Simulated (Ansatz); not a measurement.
# Cr (simple hexagonal type): a single-point run

The task is a single-point run on Cr (simple hexagonal type).

Program: Ansatz 0.2.0. Level of theory: DFT, PBE, all-electron LAPW, scalar-relativistic. These are calculated values, not measurements.

1 further run of the same task is left out (for a known fault of the program).

**1. The system as given**

Symmetry: P6/mmm, No. 191, hexagonal system. The conventional cell has a = 2.381 Å, b = 2.381 Å, c = 2.104 Å, α = 90.00°, β = 90.00°, γ = 120.00°. Around Cr (site symmetry 6/mmm) lie 8 Cr at 2.10 to 2.38 Å.

The input asks for a charge of +10 e on the cell.

Structure file:

```cif
data_structure
_symmetry_space_group_name_H-M 'P 1'
_symmetry_Int_Tables_number 1
_cell_length_a 2.3810
_cell_length_b 2.3810
_cell_length_c 2.1036
_cell_angle_alpha 90.000
_cell_angle_beta 90.000
_cell_angle_gamma 120.000
_cell_volume 10.33
loop_
_atom_site_label
_atom_site_type_symbol
_atom_site_fract_x
_atom_site_fract_y
_atom_site_fract_z
_atom_site_occupancy
Cr1 Cr 0.00000 0.00000 0.00000 1
```

**2. Running it**

The input, input.yaml:

```yaml
crystal:
  lattice:
    - [2.3809534935, 0.0, 0.0]
    - [-1.1904767468, 2.0619662106, 0.0]
    - [0.0, 0.0, 2.1036037047]
  atoms:
    - { symbol: Cr, position: [0.0, 0.0, 0.0], spin: 2.0 }
magnetization:
  spin_polarized: true
kpoints:
  mp_grid: { grid: [18, 18, 16] }
scf:
  occupations: { method: fermi_dirac, width: 0.08 }
  max_iter: 75
hamiltonian:
  xc: pbe
  pseudopotentials: { kind: all_electron, lapw: { basis_error: 0.001 } }
output:
  forces: true
  stress: true
  eigenvalues: true
  populations: true
total_charge: 10
```

Launch:

```console
ansatz run input.yaml --threads 1 --pin off --max-ram 3072MiB --backend cpu --events-out ev --progress --plain --runs-dir out
```

What happens when this is run?

The run converged and reported no error. It gives a pressure of -326 GPa, which is large.

Look at the input: total_charge is 10. The net charge is not the one intended, so the run treats another number of electrons.

To check: delete total_charge (the default then holds).
